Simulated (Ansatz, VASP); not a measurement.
# Be in VASP and in Ansatz

The input INCAR:

```
  PREC = Accurate
  ENCUT = 520
  EDIFF = 1E-6
  ISMEAR = -1
  SIGMA = 0.04
  LREAL = F
  LASPH = T
  NELM = 80
  ALGO = Normal
  ISIF = 2
  LWAVE = F
  LCHARG = T
  GGA = PE
  LELF = T
  LVHAR = T
  NBANDS = 9
```

The input KPOINTS:

```
Automatic mesh
0
Gamma
  8 8 5
```

The input POSCAR:

```
Be
1.0
    2.2853000000      0.0000000000      0.0000000000
   -1.1426500000      1.9791278553      0.0000000000
    0.0000000000      0.0000000000      3.5842000000
Be
2
Direct
    0.6666666667      0.3333333333      0.7500000000
    0.3333333333      0.6666666667      0.2500000000
```

Contents of input.yaml:

```yaml
crystal:
  lattice:
    - [2.2853, 0.0, 0.0]
    - [-1.14265, 1.9791278553, 0.0]
    - [0.0, 0.0, 3.5842]
  atoms:
    - { symbol: Be, position: [0.6666666667, 0.3333333333, 0.75] }
    - { symbol: Be, position: [0.3333333333, 0.6666666667, 0.25] }
kpoints:
  mp_grid: { grid: [8, 8, 5] }
scf:
  occupations: { method: fermi_dirac, width: 0.04 }
hamiltonian:
  xc: pbe
  pseudopotentials: { kind: all_electron, lapw: { basis_error: 0.003 } }
output:
  forces: true
  stress: true
  eigenvalues: true
```

Alike in both runs: task single point; functional PBE; k mesh 8 × 8 × 5; occupations fermi-dirac, width 0.04 eV; no spin polarisation.

|  | VASP | Ansatz |
| --- | --- | --- |
| version | VASP 6.6.1 | Ansatz 0.2.0 |
| potentials or method | VASP PAW PBE potentials, release 64 (Be) | all-electron LAPW, scalar-relativistic |
| plane-wave cutoff (eV) | 520 | see its input |

|  | VASP | Ansatz | Ansatz less VASP |
| --- | --- | --- | --- |
| gap on the k mesh at the Fermi level (eV) | none | none | - |
| pressure (GPa) | -2.7 | -2.9 | -0.15 |
| largest component of the traceless stress (GPa) | 2.18 | 2.12 | -0.055 |

A gap of «none» marks a metal or a gap that the smearing closes. Ansatz ran all-electron here, so the differences hold the error of VASP's frozen core and of both bases.

Caveats: the k mesh is coarse (spacing up to 0.40 Å⁻¹), so the values aren't converged.
